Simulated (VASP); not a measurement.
# BN: single point with PBE

BN:

```
N B
1.0
     1.25112    0.72234    3.37293
    -1.25112    0.72234    3.37293
     0.00000   -1.44467    3.37293
N B
1 1
Direct
  0.69139 0.66011 0.64607
  0.98621 0.01287 0.01615
```

The cell is a database's computed one.

The cell isn't the ideal one: atoms moved at random, drawn with an rms of 0.05 Å.

| Quantity | Value |
| --- | --- |
| Program | VASP 6.6.1 |
| Task | single point |
| Functional | PBE |
| Potentials or basis | VASP PAW PBE potentials, release 64 (N, B) |
| Cutoff | 520 eV |
| k mesh | 12 × 12 × 12 |
| Occupations | fermi-dirac, width 0.05 eV |
| Spin | no spin polarisation |
| Further INCAR settings | ALGO = Normal; EDIFF = 1e-07; NBANDS = 11 |

| Quantity | Value |
| --- | --- |
| Pressure | 6.7 GPa |
| Largest force | 3.695 eV/Å |
| Band gap on the k mesh | 3.72 eV, indirect (least direct gap 4.59 eV) |

Forces in eV/Å, atoms in the order of the input:
```
N   -2.381 -2.727  0.739
B    2.381  2.727 -0.739
```

Stress tensor (GPa, compression positive):
```
 1.53 -6.90  1.30
-6.90 16.65  1.48
 1.30  1.48  1.91
```

Levels at points of the mesh, in eV from the valence-band top:
```tsv
k point	band 2	band 3	band 4	band 5	band 6	band 7
(0.00, 0.00, 0.00)	-4.21	-2.42	-0.14	5.08	10.19	13.21
(0.50, 0.00, 0.00)	-8.72	-4.69	-1.02	6.15	9.68	13.09
(0.00, 0.50, 0.00)	-9.01	-3.76	-0.58	5.14	9.54	13.05
(0.00, 0.00, 0.50)	-9.06	-3.61	-0.45	4.87	9.74	13.06
(0.50, 0.50, 0.00)	-8.94	-3.67	-0.95	3.72	9.79	14.36
(0.50, 0.00, 0.50)	-8.89	-3.81	-1.09	3.96	9.57	14.35
(0.00, 0.50, 0.50)	-8.60	-4.74	-1.54	4.86	9.78	14.23
(0.50, 0.50, 0.50)	-6.17	-2.43	-0.15	9.91	10.13	12.34
```

Wall time 3 min on 1 thread of Intel(R) Xeon(R) Platinum 8488C (Sapphire Rapids) (shared host), peak memory 0.29 GiB.

A k mesh can miss the band edges.
